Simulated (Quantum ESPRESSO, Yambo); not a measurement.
# How the form of the self-energy moves the gap of AlAs (F-43m), part 2 of 2

Wanted: the gap of AlAs (F-43m) under several approximations, with cost.

Quantum ESPRESSO 7.5 and Yambo 5.3.0; PBE and many-body steps on it, plane waves. Known limits of the many-body steps: not at the basis limit; no spin-orbit coupling; coarse k mesh.

So far. Step 2 (Empty states on the mesh, 4×4×4 mesh, 548 bands): On this mesh the gap is 1.438 eV. Step 4 (G0W0, Godby-Needs plasmon pole): The gap on the mesh goes from 1.44 eV to 2.05 eV, a correction of +0.61 eV.

### Step 5. One-shot COHSEX

This step: one-shot COHSEX on PBE, plane waves, norm-conserving pseudopotentials.

gw4.in reads:

```
HF_and_locXC
gw0
dyson
cohsex
em1s
rim_cut
RandQpts= 1000000
RandGvec= 1 RL
EXXRLvcs= 100 Ry
VXCRLvcs= 400 Ry
Chimod= "HARTREE"
% BndsRnXs
 1 | 231 |
%
NGsBlkXs= 17 Ry
% LongDrXs
 1 | 1 | 1 |
%
% GbndRnge
 1 | 231 |
%
DysSolver= "n"
ExtendOut
% QPkrange
 1 | 1 | 12 | 15 |
 7 | 7 | 12 | 15 |
%
```

The run is started by

```sh
$ OMP_NUM_THREADS=1 mpirun -n 8 yambo -F gw4.in -J gw4 -C gw4 > gw4.log
```

What it wrote:

```text
 Yambo, version 5.3.0

 [02] CORE Variables Setup
 =========================

  [... cell, symmetries and grids as in the set-up ...]

  [02.05] Energies & Occupations
  ==============================

  [X] === General ===
  [X] Electronic Temperature                        :  0.000000  0.000000 [eV K]
  [X] Bosonic    Temperature                        :  0.000000  0.000000 [eV K]
  [X] Finite Temperature mode                       : no
  [X] El. density                                   :  0.57332E+24 [cm-3]
  [X] Fermi Level                                   :  6.999082 [eV]

  [X] === Gaps and Widths ===
  [X] Conduction Band Min                           :  1.438227 [eV]
  [X] Valence Band Max                              :  0.000000 [eV]
  [X] Filled Bands                                  :  13
  [X] Empty Bands                                   :    14   548
  [X] Direct Gap                                    :  2.050208 [eV]
  [X] Direct Gap localized at k                     :  1
  [X] Indirect Gap                                  :  1.438227 [eV]
  [X] Indirect Gap between kpts                     :   1   7
  [X] Last valence band width                       :  2.822586 [eV]
  [X] 1st conduction band width                     :  2.893526 [eV]

 [03] Transferred momenta grid and indexing
 ==========================================

 IBZ Q-points                                      :   8
 BZ  Q-points                                      :   64

 K/Q-points units:
 rlu = crystal or reduced units; cc = cartesian coordinates; iku = interal k-units

 Q [1]          [rlu]:  0.000000  0.000000  0.000000
 Q [2]          [rlu]:  0.81056E-17  0.81056E-17  0.25000
 Q [3]          [rlu]: -0.16211E-16 -0.16211E-16 -0.50000
[...]
[xc] Functional : Perdew, Burke & Ernzerhof(X)+Perdew, Burke & Ernzerhof(C)
 [xc] LIBXC used to calculate xc functional
  PP Number of Atomic Species                      :  2
  NLCC RL compoments                               :   41151
  PP Number of Atomic Species                      :  2
  NLCC RL compoments                               :   41151

 [xc] E_xc :  -24.76065 [Ha]
      E_xc :  -49.52129 [Ry]

  Local XC kind (lXC) : Perdew, Burke & Ernzerhof(X)+Perdew, Burke & Ernzerhof(C)
  Non-Local XC kind (nlXC) : Hartree-Fock

  Corrections @ K [1] :  [eV]
 <12|nlXC|12> = -14.93173  0.10953E-16 <12|lXC|12> = -13.05898 -0.23602E-16
 <13|nlXC|13> = -14.93154  0.15509E-16 <13|lXC|13> = -13.05898  0.000000
 <14|nlXC|14> = -7.748134  0.15376E-17 <14|lXC|14> = -11.86046 -0.18882E-15
[...]
Corrections @ K [7] :  [eV]
[...]
<14|nlXC|14> = -4.804412 -0.44542E-17 <14|lXC|14> = -8.425286  0.000000
 <15|nlXC|15> = -5.313114 -0.30158E-17 <15|lXC|15> = -9.143182 -0.47204E-16

 [08] Dyson equation: Newton solver
 ==================================

 [Newton] Sc step       :  0.100000 [eV]
 [Newton] Sc steps      :  1

  [08.01] G0W0 (COHSEX)
  =====================

  [  GW  ] Bands range     :   1  15

  QP @ state[ 1 ] K range:  1  1
  QP @ state[ 1 ] b range:  12  15
  QP @ state[ 2 ] K range:   7   7
  QP @ state[ 2 ] b range:  12  15

   Sc Empty Bands                                   : no
   Sc bands terminator                              : no
   Sx RL components                                 :   5161

   QP @ state[ 1 ] K range                          :  1  1
   QP @ state[ 1 ] b range                          :  12  15
   QP @ state[ 2 ] K range                          :   7   7
   QP @ state[ 2 ] b range                          :  12  15
   GF WF`s kind                                     : Perdew, Burke & Ernzerhof(X)+Perdew, Burke & Ernzerhof(C)
   Xs energies kind                                 : Perdew, Burke & Ernzerhof(X)+Perdew, Burke & Ernzerhof(C)
   Xs WF`s kind                                     : Perdew, Burke & Ernzerhof(X)+Perdew, Burke & Ernzerhof(C)

 [11] Game Over & Game summary
```

The job ended after 3.2 min (8 MPI ranks of Arm Neoverse V1, shared host; peak memory 4 GiB).

This step gave:

| Property | Result |
| --- | --- |
| quasiparticle gap on the points computed | 2.846 eV |
| starting gap on the mesh | 1.438 eV |
| k of the valence top | 0, 0, 0 |
| k of the conduction bottom | 0, -0.5, -0.5 |
| least direct quasiparticle gap on the computed points | 3.385 eV |
| Z at the valence top | 1 |
| Z at the conduction bottom | 1 |

Against G0W0 in Yambo (4×4×4 mesh, 231 bands, screening to 231.3 eV, Godby-Needs plasmon pole), the gap moves by +0.798 eV.

### Step 6. One-shot Hartree-Fock

This step: one-shot Hartree-Fock on PBE, plane waves, norm-conserving pseudopotentials.

gw5.in reads:

```
HF_and_locXC
rim_cut
RandQpts= 1000000
RandGvec= 1 RL
EXXRLvcs= 100 Ry
VXCRLvcs= 400 Ry
% QPkrange
 1 | 1 | 12 | 15 |
 7 | 7 | 12 | 15 |
%
```

The run is started by

```sh
$ OMP_NUM_THREADS=1 mpirun -n 8 yambo -F gw5.in -J gw5 -C gw5 > gw5.log
```

What it wrote:

```text
 Yambo, version 5.3.0

 [02] CORE Variables Setup
 =========================

  [... cell, symmetries and grids as in the set-up ...]

  [02.05] Energies & Occupations
  ==============================

  [X] === General ===
  [X] Electronic Temperature                        :  0.000000  0.000000 [eV K]
  [X] Bosonic    Temperature                        :  0.000000  0.000000 [eV K]
  [X] Finite Temperature mode                       : no
  [X] El. density                                   :  0.57332E+24 [cm-3]
[...]
[xc] E_xc :  -24.76065 [Ha]
      E_xc :  -49.52129 [Ry]

  Local XC kind (lXC) : Perdew, Burke & Ernzerhof(X)+Perdew, Burke & Ernzerhof(C)
  Non-Local XC kind (nlXC) : Hartree-Fock

  Corrections @ K [1] :  [eV]
 <12|nlXC|12> = -14.93173  0.10953E-16 <12|lXC|12> = -13.05898  0.70806E-16
 <13|nlXC|13> = -14.93154  0.15509E-16 <13|lXC|13> = -13.05898 -0.47204E-16
 <14|nlXC|14> = -7.748134  0.15373E-17 <14|lXC|14> = -11.86046  0.18882E-15
[...]
Corrections @ K [7] :  [eV]
[...]
<14|nlXC|14> = -4.804412 -0.44543E-17 <14|lXC|14> = -8.425286 -0.11801E-16
 <15|nlXC|15> = -5.313114 -0.30158E-17 <15|lXC|15> = -9.143182 -0.47204E-16

 [08] Game Over & Game summary
```

Run time: 9.8 s. Hardware: 8 MPI ranks; peak memory 3.3 GiB; 69 s of CPU time.

This step gave:

| Property | Result |
| --- | --- |
| quasiparticle gap on the mesh | 6.932 eV |
| starting gap on the mesh | 1.438 eV |
| k of the valence top | 0, 0, 0 |
| k of the conduction bottom | 0, -0.5, -0.5 |
| least direct quasiparticle gap on the computed points | 8.035 eV |

Against G0W0 in Yambo (4×4×4 mesh, 231 bands, screening to 231.3 eV, Godby-Needs plasmon pole), the gap moves by +4.884 eV.

### Step 7. The runs together

Times are wall times on 8 MPI ranks of Arm Neoverse V1, shared host, good to a factor of about two.

| run | mesh | bands | screening cutoff (eV) | DFT gap (eV) | gap on the mesh (eV) | direct (eV) | time |
| --- | --- | --- | --- | --- | --- | --- | --- |
| G0W0, Godby-Needs plasmon pole | 4×4×4 | 231 | 231.3 | 1.438 | 2.048 | 2.845 | 6.2 min |
| one-shot COHSEX | 4×4×4 | 231 | 231.3 | 1.438 | 2.846 | 3.385 | 3.2 min |
| one-shot Hartree-Fock | 4×4×4 | - | - | 1.438 | 6.932 | 8.035 | 9.8 s |

### Step 8. Outcome

```yaml
g0w0_godby_needs_plasmon_pole: 2.048 eV
one_shot_cohsex: 2.846 eV
one_shot_hartree_fock: 6.932 eV
known_limits: not at the basis limit; no spin-orbit coupling; coarse k mesh
```

One-shot COHSEX: +0.798 eV against G0W0, Godby-Needs plasmon pole. One-shot Hartree-Fock: +4.884 eV against G0W0, Godby-Needs plasmon pole. Bare exchange alone opens the gap to 6.93 eV; against G0W0, correlation takes back 4.88 eV. Static COHSEX lies above G0W0: it lacks the factor Z and overstates the Coulomb hole of the filled states. Against experiment, by G0W0, Godby-Needs plasmon pole: the direct gap of 2.84 eV lies −0.17 eV from the measured 3.018 eV (direct, 300 K, quoted 2023). An exciton line or allowed optical edge lies below the quasiparticle gap by the binding energy; a forbidden edge can push the onset above it. These are gaps on the mesh, at modest bands and cutoff. The calculation has static nuclei and no excitons; a measured gap holds zero-point and thermal motion, which mostly lowers it. Bands and cutoff are finite, so the gap is not at the basis limit. The miss can reach some tenths of an eV and take either sign; the mesh is an error of its own. The 4×4×4 mesh is coarse for this cell, which bears on the long-range parts of exchange and screening. The many-body steps are scalar-relativistic: spin-orbit coupling is not in them.

[Paths, hosts, dates, memory and timing lines, banners, echoed tables and standing remarks are left out of the program output.]

[Logs are printed without paths, hosts, clocks, repeated set-up lines and the standing remarks that a program may print on its own settings, such as how far it seeks lower states.]

[Runs of the session that timed out or met a known fault of the program may be left out.]

[Hosts, paths, dates, database ids (printed as entryN), source tags and the programs' standing remarks are cut or masked in the printed files.]
